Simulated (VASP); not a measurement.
# W (Fm-3m) in VASP: further runs

Aim: see how the results for W move with the level of theory and the settings. Levels: r2SCAN+D3(BJ), r2SCAN+D4, r2SCAN+rVV10. Tasks: relaxation of cell and atoms.

Program: VASP 6.6.1. These are calculated values, not measurements. Logs are shortened: lines on timing, memory, paths and dates and some standing lists are left out, and cuts for length are marked.

**1. Starting point**

It takes space group Fm-3m (No. 225, cubic). The conventional cell has a = 4.060 Å, b = 4.060 Å, c = 4.060 Å, α = 90.00°, β = 90.00°, γ = 90.00°. W (site symmetry m-3m) has 12 W at 2.87 Å as nearest neighbours.

This isn't the form of W at room conditions, which is bcc.

**2. Relaxation of cell and atoms, r2SCAN+D3(BJ)**

INCAR reads:

```
SYSTEM = W
PREC = Accurate
ENCUT = 600
EDIFF = 1E-6
ISMEAR = -1
SIGMA = 0.05
LREAL = .FALSE.
LASPH = .TRUE.
NELM = 80
ALGO = Normal
ISIF = 3
LWAVE = .FALSE.
LCHARG = .FALSE.
METAGGA = R2SCAN
LMIXTAU = .TRUE.
IVDW = 12
VDW_S6 = 1.0
VDW_S8 = 0.78981345
VDW_A1 = 0.49484001
VDW_A2 = 5.73083694
IBRION = 2
NSW = 40
EDIFFG = -0.005
```

KPOINTS reads:

```
Automatic mesh
0
G
  11 11 11
  0 0 0
```

POSCAR reads:

```
W
1.0
    0.0000000000      2.0300000000      2.0300000000
    2.0300000000      0.0000000000      2.0300000000
    2.0300000000      2.0300000000      0.0000000000
W
1
Direct
    0.0000000000      0.0000000000      0.0000000000
```

Potentials or basis: VASP PAW PBE potentials, release 64 (W_sv).

Launch:

```sh
cat potpaw_PBE.64/W_sv/POTCAR > POTCAR
mpirun -np 1 vasp_std > vasp.out
```

OUTCAR:

```text
SYSTEM = W
   PREC = Accurate
   ENCUT = 600
   EDIFF = 1E-6
   ISMEAR = -1
   LREAL = .FALSE.
   LASPH = .TRUE.
   NELM = 80
   ISIF = 3
   METAGGA = R2SCAN
   IVDW = 12
   IBRION = 2
   NSW = 40
   EDIFFG = -0.005
 IVDW          = 12

 ion  position               nearest neighbor table
   1  0.000  0.000  0.000-

  LATTYP: Found a face centered cubic cell.
 ALAT       =     4.0600000000

  Lattice vectors:

 A1 = (   0.0000000000,   2.0300000000,   2.0300000000)
 A2 = (   2.0300000000,   0.0000000000,   2.0300000000)
 A3 = (   2.0300000000,   2.0300000000,   0.0000000000)

Analysis of symmetry for initial positions (statically):
=====================================================================
 Subroutine PRICEL returns:
 Original cell was already a primitive cell.

 Routine SETGRP: Setting up the symmetry group for a
 face centered cubic supercell.

 Subroutine GETGRP returns: Found 48 space group operations
 (whereof 48 operations were pure point group operations)
 out of a pool of 48 trial point group operations.

The static configuration has the point symmetry O_h .

Analysis of symmetry for dynamics (positions and initial velocities):
=====================================================================
 Subroutine PRICEL returns:
 Original cell was already a primitive cell.

 Routine SETGRP: Setting up the symmetry group for a
 face centered cubic supercell.

 Subroutine GETGRP returns: Found 48 space group operations
 (whereof 48 operations were pure point group operations)
 out of a pool of 48 trial point group operations.

The dynamic configuration has the point symmetry O_h .

 Subroutine INISYM returns: Found 48 space group operations
 (whereof 48 operations are pure point group operations),
 and found     1 'primitive' translations

----------------------------------------------------------------------------------------

                                     Primitive cell

  volume of cell :      16.7309

  direct lattice vectors                    reciprocal lattice vectors
     0.000000000  2.030000000  2.030000000    -0.246305419  0.246305419  0.246305419
     2.030000000  0.000000000  2.030000000     0.246305419 -0.246305419  0.246305419
     2.030000000  2.030000000  0.000000000     0.246305419  0.246305419 -0.246305419

  length of vectors
     2.870853532  2.870853532  2.870853532     0.426613499  0.426613499  0.426613499

  position of ions in fractional coordinates (direct lattice)
     0.000000000  0.000000000  0.000000000

  ion indices of the primitive-cell ions
   primitive index   ion index
                 1           1

----------------------------------------------------------------------------------------

 KPOINTS: Automatic mesh

Automatic generation of k-mesh.
 Grid dimensions read from file:
 generate k-points for:   11   11   11

 Generating k-lattice:

  Cartesian coordinates                     Fractional coordinates (reciprocal lattice)
    -0.022391402  0.022391402  0.022391402     0.090909091  0.000000000  0.000000000
     0.022391402 -0.022391402  0.022391402     0.000000000  0.090909091  0.000000000
     0.022391402  0.022391402 -0.022391402     0.000000000  0.000000000  0.090909091

  Length of vectors
     0.038783045  0.038783045  0.038783045

  Shift w.r.t. Gamma in fractional coordinates (k-lattice)
     0.000000000  0.000000000  0.000000000

 Subroutine IBZKPT returns following result:
 ===========================================

 Found     56 irreducible k-points:

 Following reciprocal coordinates:
            Coordinates               Weight
  0.000000  0.000000  0.000000      1.000000
  0.090909  0.000000  0.000000      8.000000
  0.181818  0.000000  0.000000      8.000000
  0.272727  0.000000  0.000000      8.000000
  0.363636  0.000000  0.000000      8.000000
  0.454545  0.000000  0.000000      8.000000
[... 16 lines left out ...]
 -0.272727  0.181818  0.000000     24.000000
 -0.181818  0.181818  0.000000     12.000000
 [... further k-points ...]
   k-points           NKPTS =     56   k-points in BZ     NKDIM =     56   number of bands    NBANDS=     11
   number of dos      NEDOS =    301   number of ions     NIONS =      1
   total plane-waves  NPLWV =  13824
   dimension x,y,z NGX =    24 NGY =   24 NGZ =   24
   dimension x,y,z NGXF=    48 NGYF=   48 NGZF=   48
   ions per type =               1
   NGX,Y,Z   is equivalent  to a cutoff of  13.90, 13.90, 13.90 a.u.
   NGXF,Y,Z  is equivalent  to a cutoff of  27.80, 27.80, 27.80 a.u.
 SYSTEM =  W
   PREC   = accura    normal or accurate (medium, high low for compatibility)
   ISTART =      0    job   : 0-new  1-cont  2-samecut
   ICHARG =      2    charge: 1-file 2-atom 10-const
   ISPIN  =      1    spin polarized calculation?
   LNONCOLLINEAR =      F non collinear calculations
   LSORBIT =      F    spin-orbit coupling
   LASPH  =      T    aspherical Exc in radial PAW
   ENCUT  =  600.0 eV  44.10 Ry    6.64 a.u.   5.73  5.73  5.73*2*pi/ulx,y,z
   NELM   =     80;   NELMIN=  2; NELMDL= -5     # of ELM steps
   EDIFF  = 0.1E-05   stopping-criterion for ELM
   LREAL  =      F    real-space projection
   EDIFFG = -.5E-02   stopping-criterion for IOM
   NSW    =     40    number of steps for IOM
   IBRION =      2    ionic relax: 0-MD 1-quasi-New 2-CG
   NFREE  =      1    steps in history (QN), initial steepest desc. (CG)
   ISIF   =      3    stress and relaxation
   ISYM   =      2    0-nonsym 1-usesym 2-fastsym
   POTIM  = 0.5000    time-step for ionic-motion
   TEBEG  =    0.0;   TEEND  =   0.0 temperature during run
   PSTRESS=    0.0 pullay stress
   NELECT =      14.0000    total number of electrons
   NUPDOWN=      -1.0000    fix difference up-down
   EMIN   =  10.00;   EMAX   =-10.00  energy-range for DOS
   EFERMI =   0.00;   METHOD = LEGACY
   ISMEAR =    -1;   SIGMA  =   0.05  broadening in eV -4-tet -1-fermi 0-gaus
   EFERMI_NEDOS =   21; number of points for ismear=-14 and -15
   IALGO  =     38    algorithm
   IMIX   =      4    mixing-type and parameters
     AMIX     =   0.40;   BMIX     =  1.00
     AMIX_MAG =   1.60;   BMIX_MAG =  1.00
  volume/ion in A,a.u.               =      16.73       112.91
  Fermi-wavevector in a.u.,A,eV,Ry     =   1.542688  2.915258 32.380324  2.379887
  Thomas-Fermi vector in A             =   2.648457
   LORBIT       =      0    0 simple, 1 ext, 2 COOP (PROOUT), +10 PAW based schemes
   METAGGA = R2SCAN    functional components
   LHFCALC =     F    Hartree Fock is set to
   AEXX    =    0.0000 exact exchange contribution
   IVDW    =    12    specifies the selected vdW correction
   LEPSILON=     F    determine dielectric tensor
   LRPA    =     F    only Hartree local field effects (RPA)
 conjugate gradient relaxation of ions
 non-spin polarized calculation
  energy-cutoff  :      600.00
  volume of cell :       16.73
 maximum number of plane-waves:       568
   NGX = 11   NGY = 11   NGZ = 11

--------------------------------------- Ionic step        1  -------------------------------------------

 number of electron      14.0000002 magnetization

 Free energy of the ion-electron system (eV)
  ---------------------------------------------------
  ext. energy  EPLUGINS =         0.00000000
  ---------------------------------------------------
  free energy    TOTEN  =       -50.79598121 eV

  energy without entropy =      -50.78624675  energy(sigma->0) =      -50.79111398

------------------------ aborting loop because EDIFF is reached ----------------------------------------

 Edisp (eV)   -0.30903

 E8    (eV) :    -0.1289

  FORCE on cell =-STRESS in cart. coord.  units (eV):
  Direction    XX          YY          ZZ          XY          YZ          ZX
  --------------------------------------------------------------------------------------
  -------------------------------------------------------------------------------------
  Total      -1.18354    -1.18354    -1.18354    -0.00000     0.00000    -0.00000
  in kB    -113.33760  -113.33760  -113.33760    -0.00000     0.00000    -0.00000
  external pressure =     -113.34 kB  Pullay stress =        0.00 kB

 VOLUME and BASIS-vectors are now :
 -----------------------------------------------------------------------------
  energy-cutoff  :      600.00
  volume of cell :       16.73
      direct lattice vectors                 reciprocal lattice vectors
     0.000000000  2.030000000  2.030000000    -0.246305419  0.246305419  0.246305419
     2.030000000  0.000000000  2.030000000     0.246305419 -0.246305419  0.246305419
     2.030000000  2.030000000  0.000000000     0.246305419  0.246305419 -0.246305419
[... 196 lines left out ...]
 POSITION                                       TOTAL-FORCE (eV/Angst)
 -----------------------------------------------------------------------------------
      0.00000      0.00000      0.00000         0.000000      0.000000      0.000000
 -----------------------------------------------------------------------------------
    total drift:                                0.000000      0.000000      0.000000

  FREE ENERGIE OF THE ION-ELECTRON SYSTEM (eV)
  ---------------------------------------------------
  free  energy   TOTEN  =       -51.1291739988 eV

  energy  without entropy=      -51.1209167978  energy(sigma->0) =      -51.12504540

--------------------------------------- Ionic step        7  -------------------------------------------

 number of electron      14.0000000 magnetization

 Free energy of the ion-electron system (eV)
  ---------------------------------------------------
  ext. energy  EPLUGINS =         0.00000000
  ---------------------------------------------------
  free energy    TOTEN  =       -50.80745726 eV

  energy without entropy =      -50.79923355  energy(sigma->0) =      -50.80334540

 E-fermi :  10.6407     XC(G=0): -14.8605

 val. band max:       10.6359639601   @ k =   0.1818   0.0909   0.0000
 cond. band min:      10.6937717954   @ k =   0.1818   0.0909   0.0000
 fundamental gap:      0.0578078353
 Fermi energy:        10.6406719800

 k-point     1 :       0.0000    0.0000    0.0000
  band No.  band energies     occupation
      1     -64.9408      2.00000
      2     -27.8483      2.00000
      3     -27.8483      2.00000
      4     -27.8483      2.00000
      5       1.0343      2.00000
      6      10.0136      1.99999
      7      10.0136      1.99999
      8      10.0136      1.99999
      9      13.4968      0.00000
     10      13.4968      0.00000
     11      24.0136      0.00000

 k-point     2 :       0.0909    0.0000    0.0000
  band No.  band energies     occupation
      1     -64.9305      2.00000
      2     -27.9599      2.00000
      3     -27.8623      2.00000
      4     -27.8623      2.00000
      5       1.4186      2.00000
      6       9.7161      2.00000
      7      10.1879      1.99977
      8      10.1879      1.99977
      9      13.3408      0.00000
     10      13.3408      0.00000
     11      24.7752      0.00000
[... 295 lines left out ...]
 k-point    24 :      -0.1818    0.1818    0.0000
  band No.  band energies     occupation
      1     -64.8533      2.00000
      2     -28.5851      2.00000
      3     -28.1563      2.00000
      4     -27.9354      2.00000
      5       4.4125      2.00000
      6       8.3223      2.00000
      7       9.9460      2.00000
      8      11.6978      0.00000
      9      11.7497      0.00000
     10      15.5077      0.00000
     11      25.7671      0.00000

 [... further k-points ...]

------------------------ aborting loop because EDIFF is reached ----------------------------------------

 Edisp (eV)   -0.32173

 E8    (eV) :    -0.1342

  FORCE on cell =-STRESS in cart. coord.  units (eV):
  Direction    XX          YY          ZZ          XY          YZ          ZX
  --------------------------------------------------------------------------------------
  -------------------------------------------------------------------------------------
  Total      -0.00007    -0.00007    -0.00007     0.00000     0.00000     0.00000
  in kB      -0.00695    -0.00695    -0.00695     0.00000     0.00000     0.00000
  external pressure =       -0.01 kB  Pullay stress =        0.00 kB

 VOLUME and BASIS-vectors are now :
 -----------------------------------------------------------------------------
  energy-cutoff  :      600.00
  volume of cell :       16.08
      direct lattice vectors                 reciprocal lattice vectors
    -0.000000000  2.003146178  2.003146178    -0.249607345  0.249607345  0.249607345
     2.003146178  0.000000000  2.003146178     0.249607345 -0.249607345  0.249607345
     2.003146178  2.003146178 -0.000000000     0.249607345  0.249607345 -0.249607345

 POSITION                                       TOTAL-FORCE (eV/Angst)
 -----------------------------------------------------------------------------------
      0.00000      0.00000      0.00000         0.000000      0.000000     -0.000000
 -----------------------------------------------------------------------------------
    total drift:                               -0.000000      0.000000     -0.000000

  FREE ENERGIE OF THE ION-ELECTRON SYSTEM (eV)
  ---------------------------------------------------
  free  energy   TOTEN  =       -51.1291884662 eV

  energy  without entropy=      -51.1209647571  energy(sigma->0) =      -51.12507661

 reached required accuracy - stopping structural energy minimisation
```

Run time: 82 s. Hardware: 1 thread of Intel Xeon 6975P-C (Granite Rapids), shared host; peak memory 0.17 GiB.

What came out:

```yaml
Free_energy: -51.1292 eV
Relaxed_volume: 16.08 Å³/atom
Relaxed_cell: a = 2.833 Å, b = 2.833 Å, c = 2.833 Å, α = 60.00°, β = 60.00°, γ = 60.00°
Space_group_after_relaxing_to_0.05_Å: Fm-3m (No. 225)
Energy_gained_by_relaxing: 24.2 meV/atom
Ionic_steps: 7
Pressure_after_relaxing: 0.0 GPa
Band_gap_on_the_k_mesh: none (metal or under the smearing width)
Dispersion_energy_per_atom: -0.322 eV
```

The path:
```tsv
step	energy change (eV)	largest force (eV/Å)	pressure (GPa)	volume (Å³)
1	0.0000	0.0000	-11.33	16.73
2	0.3024	0.0000	56.91	14.03
3	-0.0240	0.0000	-0.97	16.13
4	-0.0242	0.0000	-0.15	16.08
5	-0.0242	0.0000	0.10	16.07
6	-0.0242	0.0000	-0.28	16.09
7	-0.0242	0.0000	0.00	16.08
```

Final structure:
```yaml
crystal:
  lattice:
    - [0.00000, 2.00315, 2.00315]
    - [2.00315, 0.00000, 2.00315]
    - [2.00315, 2.00315, 0.00000]
  atoms:
    - { symbol: W, position: [0.00000, 0.00000, 0.00000] }
```

Caveat: the PAW data sets were made with another functional, which shifts forces and pressure a little; pairwise dispersion overbinds metals, which lowers pressure and volume. Spin-orbit coupling is left out, which matters for the levels of W.

**3. Relaxation of cell and atoms, r2SCAN+D4**

Changes to INCAR since step 2:

```diff
@@ -15,7 +15,7 @@
 LMIXTAU = .TRUE.
-IVDW = 12
+IVDW = 13
 VDW_S6 = 1.0
-VDW_S8 = 0.78981345
-VDW_A1 = 0.49484001
-VDW_A2 = 5.73083694
+VDW_S8 = 0.6018749
+VDW_A1 = 0.51559235
+VDW_A2 = 5.77342911
 IBRION = 2
```

KPOINTS is that of step 2.

POSCAR is that of step 2.

Potentials or basis: VASP PAW PBE potentials, release 64 (W_sv).

Launch:

```sh
cat potpaw_PBE.64/W_sv/POTCAR > POTCAR
mpirun -np 1 vasp_std > vasp.out
```

Wall time 90 s (1 thread of Intel Xeon 6975P-C (Granite Rapids), shared host); peak memory 0.16 GiB.

The run converged. Its results:

| Quantity | Value |
| --- | --- |
| Free energy | -51.0243 eV |
| Relaxed volume | 16.15 Å³/atom |
| Relaxed cell | a = 2.837 Å, b = 2.837 Å, c = 2.837 Å, α = 60.00°, β = 60.00°, γ = 60.00° |
| Space group after relaxing (to 0.05 Å) | Fm-3m (No. 225) |
| Energy gained by relaxing | 18.9 meV/atom |
| Ionic steps | 7 |
| Pressure after relaxing | 0.0 GPa |
| Band gap on the k mesh | none (metal or under the smearing width) |
| Dispersion energy per atom | -0.216 eV |

Step by step:
```csv
step,energy change (eV),largest force (eV/Å),pressure (GPa),volume (Å³)
1,0.0000,0.0000,-10.05,16.73
2,0.2322,0.0000,48.64,14.32
3,-0.0189,0.0000,-0.69,16.19
4,-0.0189,0.0000,-0.11,16.15
5,-0.0189,0.0000,0.11,16.14
6,-0.0189,0.0000,-0.31,16.17
7,-0.0189,0.0000,0.00,16.15
```

Final structure:
```
W
1.0
     0.00000    2.00618    2.00618
     2.00618    0.00000    2.00618
     2.00618    2.00618    0.00000
W
1
Direct
  0.00000 0.00000 0.00000
```

Levels at points of the mesh, in eV from the Fermi level:
| k point | band 3 | band 4 | band 5 | band 6 | band 7 | band 8 | band 9 | band 10 | band 11 |
| --- | --- | --- | --- | --- | --- | --- | --- | --- | --- |
| (0.00, 0.00, 0.00) | -38.51 | -38.51 | -9.58 | -0.62 | -0.62 | -0.62 | 2.84 | 2.84 | 13.37 |

Caveat: the PAW data sets were made with another functional, which shifts forces and pressure a little; pairwise dispersion overbinds metals, which lowers pressure and volume. The run has no spin-orbit coupling, so splittings on W are missing.

**4. Relaxation of cell and atoms, r2SCAN+rVV10**

Changes to INCAR since step 3:

```diff
@@ -15,7 +15,6 @@
 LMIXTAU = .TRUE.
-IVDW = 13
-VDW_S6 = 1.0
-VDW_S8 = 0.6018749
-VDW_A1 = 0.51559235
-VDW_A2 = 5.77342911
+LUSE_VDW = .TRUE.
+IVDW_NL = 2
+BPARAM = 11.95
+CPARAM = 0.0093
 IBRION = 2
```

KPOINTS is that of step 3.

POSCAR is that of step 3.

Launch:

```sh
cat potpaw_PBE.64/W_sv/POTCAR > POTCAR
mpirun -np 1 vasp_std > vasp.out
```

Wall time 2.6 min (1 thread of Intel Xeon 6975P-C (Granite Rapids), shared host); peak memory 0.23 GiB.

Results (log left out):

| Property | Result |
| --- | --- |
| Free energy | -50.5931 eV |
| Relaxed volume | 16.16 Å³/atom |
| Relaxed cell | a = 2.838 Å, b = 2.838 Å, c = 2.838 Å, α = 60.00°, β = 60.00°, γ = 60.00° |
| Space group after relaxing (to 0.05 Å) | Fm-3m (No. 225) |
| Energy gained by relaxing | 18.1 meV/atom |
| Ionic steps | 7 |
| Pressure after relaxing | 0.0 GPa |
| Band gap on the k mesh | none (metal or under the smearing width) |

The path:
```
step  energy change (eV)  largest force (eV/Å)  pressure (GPa)  volume (Å³)
   1              0.0000                0.0000           -9.82        16.73
   2              0.2212                0.0000           47.31        14.37
   3             -0.0180                0.0000           -0.64        16.20
   4             -0.0181                0.0000           -0.10        16.17
   5             -0.0181                0.0000            0.11        16.16
   6             -0.0181                0.0000           -0.32        16.18
   7             -0.0181                0.0000            0.00        16.16
```

Final structure:
```cif
data_structure
_symmetry_space_group_name_H-M 'P 1'
_symmetry_Int_Tables_number 1
_cell_length_a 2.8379
_cell_length_b 2.8379
_cell_length_c 2.8379
_cell_angle_alpha 60.000
_cell_angle_beta 60.000
_cell_angle_gamma 60.000
_cell_volume 16.16
loop_
_atom_site_label
_atom_site_type_symbol
_atom_site_fract_x
_atom_site_fract_y
_atom_site_fract_z
_atom_site_occupancy
W1 W 0.00000 0.00000 0.00000 1
```

Levels at points of the mesh, in eV from the Fermi level:
```
           k point  band 5  band 6  band 7  band 8  band 9  band 10
(0.00, 0.00, 0.00)   -9.60   -0.62   -0.62   -0.62    2.84     2.84
```

Caveat: the PAW data sets were made with another functional, which shifts forces and pressure a little; pairwise dispersion overbinds metals, which lowers pressure and volume.

**5. For comparison**

An earlier run on the cell as given: functional PBEsol; potentials or basis VASP PAW PBE potentials, release 64 (W_sv); cutoff 520 eV; k mesh 11 × 11 × 11; occupations fermi-dirac, width 0.05 eV; no spin polarisation.

* Pressure: -12.3 GPa
* Band gap on the k mesh: none (metal or under the smearing width)

**6. Overview**

| task | level | cell | cutoff (eV) | ladder | gap on the mesh (eV) | pressure (GPa) | relaxed volume (Å³/atom) |
| --- | --- | --- | --- | --- | --- | --- | --- |
| relaxation of cell and atoms | r2SCAN+D3(BJ) | relaxed | 600 | - | none | 0.0 | 16.08 |
| relaxation of cell and atoms | r2SCAN+D4 | relaxed | 600 | - | none | 0.0 | 16.15 |
| relaxation of cell and atoms | r2SCAN+rVV10 | relaxed | 600 | - | none | 0.0 | 16.16 |
| single point | PBEsol | as given | 520 | free | none | -12.3 | - |

Alike in all rows: potentials or basis VASP PAW PBE potentials, release 64 (W_sv); no spin polarisation; k mesh 11 × 11 × 11; smearing fermi-dirac 0.05 eV.

Caveats: the PAW data sets were made with another functional, which shifts forces and pressure a little; pairwise dispersion overbinds metals, which lowers pressure and volume (some runs).

Total energies depend on the potentials used, so only differences within one code and one set of settings carry meaning.
